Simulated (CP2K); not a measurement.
MgO in CP2K: the effect of pseudo set

The system is MgO.

```
CELL_PARAMETERS angstrom
2.93802 0.00000 0.00000
-1.46901 2.54440 0.00000
0.00000 0.00000 2.67968
ATOMIC_POSITIONS crystal
Mg 0.00000 0.00000 0.00000
O 0.33333 0.66667 0.50000
```

Measurements of this composition are mostly on another form, of space group No. 225.

Alike in all runs:

| Property | Result |
| --- | --- |
| Program | CP2K 2026.2 |
| Task | single point |
| Functional | PBE |
| Density cutoff | 19048 eV |
| k mesh | 10 × 10 × 10 |
| Occupations | fermi-dirac, width 0.05 eV |
| Spin | no spin polarisation |

```csv
pseudo set,gap on the mesh (eV),pressure (GPa)
PBE,2.87,3.4
PADE,?,?
BLYP,2.90,3.2
SCAN,3.06,3.0
PBE0,2.90,3.1
```

Problem. What does the run with pseudo set PADE give?

Solution. gap on the mesh 3.01 eV; pressure 1.8 GPa.

Caveats: the basis of atomic orbitals isn't converged, which shifts pressures, moduli and gaps; the potentials were made for another functional, which shifts forces and pressure (some runs).

A k mesh can miss the band edges.
